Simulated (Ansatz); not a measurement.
# Be (simple hexagonal type): the cost of one run

Computed with Ansatz 0.2.0 (DFT PBE, with the methods named in each step, unless a step's input says otherwise).

## 1. The starting structure

The structure is hexagonal, space group P6/mmm (No. 191). The conventional cell has a = 2.162 Å, b = 2.162 Å, c = 2.032 Å, α = 90.00°, β = 90.00°, γ = 120.00°. Be (site symmetry 6/mmm) has 8 Be at 2.03 to 2.16 Å in its first shell of neighbours.

Structure file:

```
Be
1.0
     2.16197    0.00000    0.00000
    -1.08099    1.87232    0.00000
     0.00000    0.00000    2.03226
Be
1
Direct
  0.00000 0.00000 0.00000
```

Whether this phase is the stable one at these pressures isn't tested.

## 2. Cell relaxed at zero pressure, PAW

input.yaml

```yaml
crystal:
  lattice:
    - [2.1619738956, 0.0, 0.0]
    - [-1.0809869478, 1.8723243159, 0.0]
    - [0.0, 0.0, 2.0322554619]
  atoms:
    - { symbol: Be, position: [0.0, 0.0, 0.0] }
kpoints:
  mp_grid: { grid: [20, 20, 18] }
scf:
  occupations: { method: fermi_dirac, width: 0.05 }
hamiltonian:
  xc: pbe
  pseudopotentials: { kind: paw }
output:
  forces: true
  stress: true
relax:
  f_tol: 0.005
  max_steps: 40
  cell: {}
```

Run with:

```sh
$ ansatz run input.yaml --threads 1 --pin off --max-ram 2048MiB --backend cpu --events-out ev --progress --plain --runs-dir out
```

Q: Estimate wall time and peak memory on 1 thread of Arm Neoverse V1, shared host.

About 18 s, with a peak of 0.29 GiB.
